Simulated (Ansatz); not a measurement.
The calculation used DFT PBE, scalar-relativistic, plane waves, PAW in Ansatz. All cells share a 420 eV cutoff and Γ-centred k meshes spaced at most 0.3 Å⁻¹ (0.19 for metals, 2π included).

These are static lattice energies at zero pressure. Larger cells and other orderings weren't all tried, so the list isn't exhaustive. For metals, differences of a few meV/atom aren't resolved. Weakly bound directions are ill-defined at this level, which has no dispersion term (Mg2H3 R-3m). No run is spin-polarised.

(1) Which is lower for Mg2H3, the corundum or the tetradymite structure, and by how much?

(2) Which is lower for Mg2H3, the A-type sesquioxide or the corundum structure, and by how much?

(3) Which is lower for Mg2H3, the A-type sesquioxide or the tetradymite structure, and by how much?

## Answers

(1) The corundum structure, by 13 meV/atom. It takes 10.5 Å³/atom against 12.1.

(2) The A-type sesquioxide structure, by 57 meV/atom. It takes 10.1 Å³/atom against 10.5.

(3) The A-type sesquioxide structure, by 69 meV/atom. It takes 10.1 Å³/atom against 12.1.